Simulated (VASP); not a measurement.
A run of VASP 6.6.1:

The input INCAR:

```
SYSTEM = NbN
PREC = Accurate
ENCUT = 600
EDIFF = 1E-6
ISMEAR = 1
SIGMA = 0.1
LREAL = .FALSE.
LASPH = .TRUE.
NELM = 80
ALGO = Normal
ISIF = 3
LWAVE = .FALSE.
LCHARG = .FALSE.
IBRION = 2
NSW = 90
EDIFFG = -0.01
```

Contents of KPOINTS:

```
Automatic mesh
0
G
  14 14 14
  0 0 0
```

Contents of POSCAR:

```
NbN
1.0
    0.0000000000      2.1945000000      2.1945000000
    2.1945000000      0.0000000000      2.1945000000
    2.1945000000      2.1945000000      0.0000000000
Nb N
1 1
Direct
    0.5000000000      0.5000000000      0.5000000000
    0.0000000000      0.0000000000      0.0000000000
```

Potentials or basis: VASP PAW LDA potentials, release 64 (Nb_sv, N).

The run is started by

```console
$ cat potpaw_LDA.64/Nb_sv/POTCAR potpaw_LDA.64/N/POTCAR > POTCAR
$ mpirun -np 1 vasp_std > vasp.out
```

Hardware: 1 thread of Intel(R) Xeon(R) 6975P-C (Granite Rapids), on a shared host.

Estimate the wall time of this run.

Wall time 45 s on 1 thread of Intel(R) Xeon(R) 6975P-C (Granite Rapids) (shared host), peak memory 0.17 GiB. Counts: scf iterations 31, k points 104, ion steps 3.
